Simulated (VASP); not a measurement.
A run of VASP 6.6.1 is set up as follows.

The input run.py:

```python
from ase.calculators.vasp import Vasp
from ase.io import read
from ase.optimize import BFGS

atoms = read('PbS.xyz')
calc = Vasp(
    directory='calc',
    xc='rev-vdw-df2',
    pp='PBE',
    setups='recommended',
    prec='Accurate',
    encut=520,
    ediff=1e-06,
    ismear=2,
    sigma=0.02,
    lreal=False,
    lasph=True,
    nelm=80,
    algo='Normal',
    isif=2,
    lwave=False,
    lcharg=False,
    kpts=[8, 8, 7],
    gamma=True,
)
atoms.calc = calc
opt = BFGS(atoms, trajectory='relax.traj')
converged = opt.run(fmax=0.01, steps=40)
print('converged:', converged)

print('energy (eV):', atoms.get_potential_energy())
print('free energy (eV):', atoms.get_potential_energy(force_consistent=True))
print('forces (eV/A):')
print(atoms.get_forces())
print('stress (eV/A^3, Voigt):', atoms.get_stress())
print('Fermi level (eV):', calc.get_fermi_level())
print('cell (A, degrees):', atoms.cell.cellpar())
print('volume (A^3):', atoms.get_volume())
print('scaled positions:')
print(atoms.get_scaled_positions())
```

Contents of PbS.xyz:

```xyz
2
Lattice="4.0344247261 0.0000000000 0.0000000000 -2.0172123630 3.4939143025 0.0000000000 0.0000000000 0.0000000000 3.7369692780" Properties=species:S:1:pos:R:3 pbc="T T T"
Pb     0.0000000000      0.0000000000      0.0000000000
S      2.0172123633      1.1646381007      1.8684846390
```

Potentials or basis: VASP PAW PBE potentials, release 64 (Pb_d, S).

Command:

```console
$ python run.py
```

(1) Predict the band gap on the k mesh.

## Answers

(1) none (metal or under the smearing width).

Caveat: the relaxation stopped at its first step, so nothing moved; the PAW data sets were made with another functional, which shifts forces and pressure a little.
